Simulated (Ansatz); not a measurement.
**A N vacancy in zincblende BN, 63 atoms, charge +2**

All numbers come from Ansatz (PAW, plane waves, no spin–orbit coupling) at the single k point (¼, ¼, ¼) without its symmetry partners. The atoms were relaxed with PBEsol in a fixed cell; other functionals are single points on those atoms unless said otherwise. The valence top and gap of the host come from its small cell on a dense mesh, with the band extrema sought between the mesh points, lined up by the mean potential, PBEsol gap 4.30 eV, HSE06 gap 5.80 eV. The charge correction uses an assumed dielectric constant of 7.1.

Relaxed structure:

```
CELL_PARAMETERS angstrom
7.21159 0.00000 0.00000
0.00000 7.21159 0.00000
0.00000 0.00000 7.21159
ATOMIC_POSITIONS crystal
B 0.00014 0.00033 0.99955
B 0.00186 0.00204 0.49777
B 0.00186 0.49854 0.00126
B 0.00083 0.50101 0.50022
B 0.49837 0.00206 0.00127
B 0.50083 0.00099 0.50021
B 0.50085 0.50099 0.00021
B 0.48139 0.48150 0.48073
B 0.24991 0.25011 0.99942
B 0.24794 0.24811 0.49733
B 0.24826 0.75224 0.00136
B 0.24930 0.74946 0.50025
B 0.75208 0.24851 0.00130
B 0.74928 0.24944 0.50028
B 0.74943 0.74957 0.00029
B 0.76805 0.76817 0.48161
B 0.24991 0.00021 0.24933
B 0.24827 0.00213 0.75148
B 0.24796 0.49810 0.24733
B 0.24927 0.50104 0.74867
B 0.75207 0.00209 0.24772
B 0.74945 0.00107 0.74880
B 0.74927 0.50103 0.24867
B 0.76803 0.48241 0.76737
B 0.00003 0.25010 0.24931
B 0.00191 0.24849 0.75145
B 0.00192 0.75222 0.24771
B 0.00088 0.74955 0.74878
B 0.49795 0.24810 0.24732
B 0.50090 0.24944 0.74866
B 0.50088 0.74944 0.24866
B 0.48209 0.76836 0.76758
N 0.12533 0.12554 0.12477
N 0.12540 0.12558 0.62463
N 0.12539 0.62541 0.12479
N 0.12533 0.62554 0.62478
N 0.62523 0.12560 0.12481
N 0.62540 0.12552 0.62478
N 0.62539 0.62554 0.12473
N 0.37549 0.37568 0.12421
N 0.37704 0.37716 0.62461
N 0.37562 0.87529 0.12534
N 0.37684 0.87396 0.62450
N 0.87513 0.37582 0.12532
N 0.87385 0.37698 0.62457
N 0.87520 0.87537 0.12425
N 0.87398 0.87412 0.62487
N 0.37549 0.12496 0.37490
N 0.37562 0.12611 0.87452
N 0.37701 0.62538 0.37640
N 0.37682 0.62530 0.87322
N 0.87512 0.12611 0.37505
N 0.87520 0.12504 0.87459
N 0.87387 0.62532 0.37620
N 0.87397 0.62562 0.87331
N 0.12478 0.37570 0.37491
N 0.12592 0.37582 0.87453
N 0.12594 0.87530 0.37504
N 0.12484 0.87538 0.87460
N 0.62516 0.37715 0.37637
N 0.62522 0.37698 0.87323
N 0.62518 0.87399 0.37621
N 0.62552 0.87416 0.87337
```

Chemical potentials μ are those of reference phases of the elements at zero temperature by the same functional (the usual solids, diamond for C, grey Sn, and the molecules H2, N2, O2, F2, Cl2, Br2 and S8).

```
functional  E(defect) − E(host) − Σ nμ + q·E_VBM (eV)  monopole (eV)  alignment (eV)  formation energy at E_F = VBM (eV)  moment (μB)             wall time, shared host
    PBEsol                                       3.79           1.60           -0.78                                4.61          1.0  8.8 s on NVIDIA H100 (relaxation)
     HSE06                                       2.15           1.60           -0.75                                3.00          1.0                18 s on NVIDIA H100
```

How does the monopole term follow by hand for this cubic cell?

q²·α·e²/(4πε₀)/(2εL) with the Madelung constant α = 2.837 and e²/4πε₀ = 14.40 eV·Å: 4 × 2.837 × 14.40 / (2 × 7.1 × 7.212) = 1.60 eV.

HSE06 one-electron levels near the gap (the ten most localised at most), from the host's valence top, not corrected for the charge's images:

| level (eV) | spin | filling | atoms sharing it | element of the atom with most weight |
| --- | --- | --- | --- | --- |
| 1.03 | up | 1.00 | 12.2 | B |
| 2.80 | down | 0.00 | 10.9 | B |
| 5.49 | up | 0.00 | 6.0 | B |
| 5.86 | up | 0.00 | 6.0 | B |
| 5.87 | up | 0.00 | 6.0 | B |
| 6.04 | down | 0.00 | 7.2 | B |

All elements are taken at their own reference at once; growth conditions in equilibrium with the host shift these energies, by up to the host's formation enthalpy.

One k point and a cell of this size can leave errors of several tenths of an eV in such numbers.
